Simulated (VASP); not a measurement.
# W (Im-3m) in VASP: notebook, part 2 of 2

VASP 6.6.1. Earlier steps stand in the parts before.

## (3) Relaxation of cell and atoms, LDA

This run uses another cell than the first one, of 15.51 Å³/atom, 0.979 times its volume.

Input file INCAR:

```
SYSTEM = W
ALGO = Normal ; EDIFF = 1E-7
EDIFFG = -0.002 ; ENCUT = 520
IBRION = 2 ; ISIF = 3
ISMEAR = 0 ; LASPH = .True.
LCHARG = .False. ; LREAL = .False.
LWAVE = .False. ; NELM = 100
NSW = 80 ; PREC = Accurate
SIGMA = 0.1
```

Input file KPOINTS:

```
k-points
0
Gamma
  18 18 18
  0 0 0
```

Input file POSCAR:

```
W                                       
1.0
   -1.5709604538      1.5709604538      1.5709604538
    1.5709604538     -1.5709604538      1.5709604538
    1.5709604538      1.5709604538     -1.5709604538
  W             
     1
Direct
     0.0000000000000000    0.0000000000000000    0.0000000000000000
```

Potentials or basis: VASP PAW LDA potentials, release 64 (W_sv).

On the command line:

```bash
> cat potpaw_LDA.64/W_sv/POTCAR > POTCAR
> mpirun -np 1 vasp_std > vasp.out
```

OUTCAR:

```text
SYSTEM = W
   EDIFF = 1E-7
   EDIFFG = -0.002
   ENCUT = 520
   IBRION = 2
   ISIF = 3
   ISMEAR = 0
   LASPH = .True.
   LREAL = .False.
   NELM = 100
   NSW = 80
   PREC = Accurate

 ion  position               nearest neighbor table
   1  0.000  0.000  0.000-

  LATTYP: Found a body centered cubic cell.
 ALAT       =     3.1419209076

  Lattice vectors:

 A1 = (  -1.5709604538,   1.5709604538,   1.5709604538)
 A2 = (   1.5709604538,  -1.5709604538,   1.5709604538)
 A3 = (   1.5709604538,   1.5709604538,  -1.5709604538)

Analysis of symmetry for initial positions (statically):
=====================================================================
 Subroutine PRICEL returns:
 Original cell was already a primitive cell.

 Routine SETGRP: Setting up the symmetry group for a
 body centered cubic supercell.

 Subroutine GETGRP returns: Found 48 space group operations
 (whereof 48 operations were pure point group operations)
 out of a pool of 48 trial point group operations.

The static configuration has the point symmetry O_h .

Analysis of symmetry for dynamics (positions and initial velocities):
[... 171 lines left out ...]
      4     -25.8550      2.00000
      5       1.9768      2.00000
      6      10.3411      2.00000
      7      10.3411      2.00000
      8      10.3411      2.00000
      9      13.8788      0.00000
     10      13.8788      0.00000
     11      26.2651      0.00000
[... 309 lines left out ...]
 k-point    24 :       0.3889    0.1111    0.0000
  band No.  band energies     occupation
      1     -61.9293      2.00000
      2     -27.1760      2.00000
      3     -26.3499      2.00000
      4     -25.9264      2.00000
      5       5.6996      2.00000
      6       8.1129      2.00000
      7      11.1778      2.00000
      8      13.6745      0.00000
      9      15.0457      0.00000
     10      18.2721      0.00000
     11      22.8907      0.00000

 [... further k-points ...]

------------------------ aborting loop because EDIFF is reached ----------------------------------------

  FORCE on cell =-STRESS in cart. coord.  units (eV):
  Direction    XX          YY          ZZ          XY          YZ          ZX
  --------------------------------------------------------------------------------------
  -------------------------------------------------------------------------------------
  Total       -0.0009251     -0.0009251     -0.0009251      0.0000000     -0.0000000      0.0000000
  in kB       -0.0955719     -0.0955719     -0.0955719      0.0000000     -0.0000000      0.0000000
  external PRESSURE =      -0.0955719 kB  Pullay stress =       0.0000000 kB

 VOLUME and BASIS-vectors are now :
 -----------------------------------------------------------------------------
  energy-cutoff  :      520.00
  volume of cell :       15.51
      direct lattice vectors                 reciprocal lattice vectors
    -1.570960454  1.570960454  1.570960454     0.000000000  0.318276631  0.318276631
     1.570960454 -1.570960454  1.570960454     0.318276631  0.000000000  0.318276631
     1.570960454  1.570960454 -1.570960454     0.318276631  0.318276631  0.000000000

 POSITION                                       TOTAL-FORCE (eV/Angst)
 -----------------------------------------------------------------------------------
      0.00000      0.00000      0.00000        -0.000000      0.000000      0.000000
 -----------------------------------------------------------------------------------
    total drift:                                0.000000     -0.000000      0.000000

  FREE ENERGIE OF THE ION-ELECTRON SYSTEM (eV)
  ---------------------------------------------------
  free  energy   TOTEN  =       -14.1012962323 eV

  energy  without entropy=      -14.0975938933  energy(sigma->0) =      -14.09944506

 reached required accuracy - stopping structural energy minimisation
```

CONTCAR:

```text
W
   1.00000000000000
    -1.5709604537999999    1.5709604537999999    1.5709604537999999
     1.5709604537999999   -1.5709604537999999    1.5709604537999999
     1.5709604537999999    1.5709604537999999   -1.5709604537999999
  W
     1
Direct
     0.0000000000000000    0.0000000000000000    0.0000000000000000

  0.00000000E+00  0.00000000E+00  0.00000000E+00
```

Run time: 23 s. Hardware: 1 thread of Intel Xeon Platinum 8375C at 2.90GHz (Ice Lake), shared host; peak memory 0.13 GiB.

What came out:

```yaml
Free_energy: -14.1013 eV
Pressure_after_relaxing: 0.0 GPa
Band_gap_on_the_k_mesh: none (metal or under the smearing width)
```

Final structure:
```
W
1.0
    -1.57096    1.57096    1.57096
     1.57096   -1.57096    1.57096
     1.57096    1.57096   -1.57096
W
1
Direct
  0.00000 0.00000 0.00000
```

Caveat: the relaxation stopped at its first step, so nothing moved. The run has no spin-orbit coupling, so splittings on W are missing.

## (4) Single point, LDA

This run uses another cell than the first one, of 15.51 Å³/atom, 0.979 times its volume.

Input file INCAR:

```
PREC = Accurate
ENCUT = 520
EDIFF = 1E-7
ISMEAR = 0
SIGMA = 0.1
LREAL = False
LASPH = True
NELM = 100
ALGO = Normal
ISIF = 2
LWAVE = False
LCHARG = False
```

Input file KPOINTS:

```
regular mesh
0
Gamma
  18 18 18
```

POSCAR is that of step 3.

Potentials or basis: VASP PAW LDA potentials, release 64 (W_sv).

On the command line:

```bash
> cat potpaw_LDA.64/W_sv/POTCAR > POTCAR
> mpirun -np 1 vasp_std > vasp.out
```

OUTCAR:

```text
PREC = Accurate
   ENCUT = 520
   EDIFF = 1E-7
   ISMEAR = 0
   LREAL = False
   LASPH = True
   NELM = 100
   ISIF = 2

 ion  position               nearest neighbor table
   1  0.000  0.000  0.000-

  LATTYP: Found a body centered cubic cell.
 ALAT       =     3.1419209076

  Lattice vectors:

 A1 = (  -1.5709604538,   1.5709604538,   1.5709604538)
 A2 = (   1.5709604538,  -1.5709604538,   1.5709604538)
 A3 = (   1.5709604538,   1.5709604538,  -1.5709604538)

Analysis of symmetry for initial positions (statically):
=====================================================================
 Subroutine PRICEL returns:
 Original cell was already a primitive cell.

 Routine SETGRP: Setting up the symmetry group for a
 body centered cubic supercell.

 Subroutine GETGRP returns: Found 48 space group operations
 (whereof 48 operations were pure point group operations)
 out of a pool of 48 trial point group operations.

The static configuration has the point symmetry O_h .

Analysis of symmetry for dynamics (positions and initial velocities):
=====================================================================
 Subroutine PRICEL returns:
 Original cell was already a primitive cell.

[... 166 lines left out ...]
      4     -25.8550      2.00000
      5       1.9768      2.00000
      6      10.3411      2.00000
      7      10.3411      2.00000
      8      10.3411      2.00000
      9      13.8788      0.00000
     10      13.8788      0.00000
     11      26.2651      0.00000
[... 309 lines left out ...]
 k-point    24 :       0.3889    0.1111    0.0000
  band No.  band energies     occupation
      1     -61.9293      2.00000
      2     -27.1760      2.00000
      3     -26.3499      2.00000
      4     -25.9264      2.00000
      5       5.6996      2.00000
      6       8.1129      2.00000
      7      11.1778      2.00000
      8      13.6745      0.00000
      9      15.0457      0.00000
     10      18.2721      0.00000
     11      22.8907      0.00000

 [... further k-points ...]

------------------------ aborting loop because EDIFF is reached ----------------------------------------

  FORCE on cell =-STRESS in cart. coord.  units (eV):
  Direction    XX          YY          ZZ          XY          YZ          ZX
  --------------------------------------------------------------------------------------
  -------------------------------------------------------------------------------------
  Total       -0.0009251     -0.0009251     -0.0009251      0.0000000     -0.0000000      0.0000000
  in kB       -0.0955719     -0.0955719     -0.0955719      0.0000000     -0.0000000      0.0000000
  external PRESSURE =      -0.0955719 kB  Pullay stress =       0.0000000 kB

 VOLUME and BASIS-vectors are now :
 -----------------------------------------------------------------------------
  energy-cutoff  :      520.00
  volume of cell :       15.51
      direct lattice vectors                 reciprocal lattice vectors
    -1.570960454  1.570960454  1.570960454     0.000000000  0.318276631  0.318276631
     1.570960454 -1.570960454  1.570960454     0.318276631  0.000000000  0.318276631
     1.570960454  1.570960454 -1.570960454     0.318276631  0.318276631  0.000000000

 POSITION                                       TOTAL-FORCE (eV/Angst)
 -----------------------------------------------------------------------------------
      0.00000      0.00000      0.00000        -0.000000      0.000000      0.000000
 -----------------------------------------------------------------------------------
    total drift:                                0.000000     -0.000000      0.000000

  FREE ENERGIE OF THE ION-ELECTRON SYSTEM (eV)
  ---------------------------------------------------
  free  energy   TOTEN  =       -14.1012962323 eV

  energy  without entropy=      -14.0975938933  energy(sigma->0) =      -14.09944506
```

stdout:

```text
POSCAR found type information on POSCAR W
 POSCAR found :  1 types and       1 ions
 scaLAPACK will be used
 LDA part: xc-table for (Slater(with rela. corr.)+CA(PZ))
 , standard interpolation
 POSCAR, INCAR and KPOINTS ok, starting setup
 FFT: planning ... GRIDC
 FFT: planning ... GRID_SOFT
 FFT: planning ... GRID
 WAVECAR not read
 entering main loop
```

Run time: 24 s. Hardware: 1 thread of Intel Xeon Platinum 8375C at 2.90GHz (Ice Lake), shared host; peak memory 0.14 GiB.

What came out:

* Free energy: -14.1013 eV
* Pressure: 0.0 GPa
* Band gap on the k mesh: none (metal or under the smearing width)

Levels at points of the mesh, in eV from the Fermi level:
```csv
k point,band 3,band 4,band 5,band 6,band 7,band 8,band 9,band 10,band 11
"(0.00, 0.00, 0.00)",-37.48,-37.48,-9.65,-1.29,-1.29,-1.29,2.25,2.25,14.64
"(0.50, 0.00, 0.00)",-37.94,-37.49,-6.39,-3.68,0.93,2.17,3.16,6.34,11.63
"(0.50, 0.50, 0.50)",-38.46,-38.46,-6.01,-6.01,5.32,5.32,5.32,8.55,8.55
```

Spin-orbit coupling is left out, which matters for the levels of W.
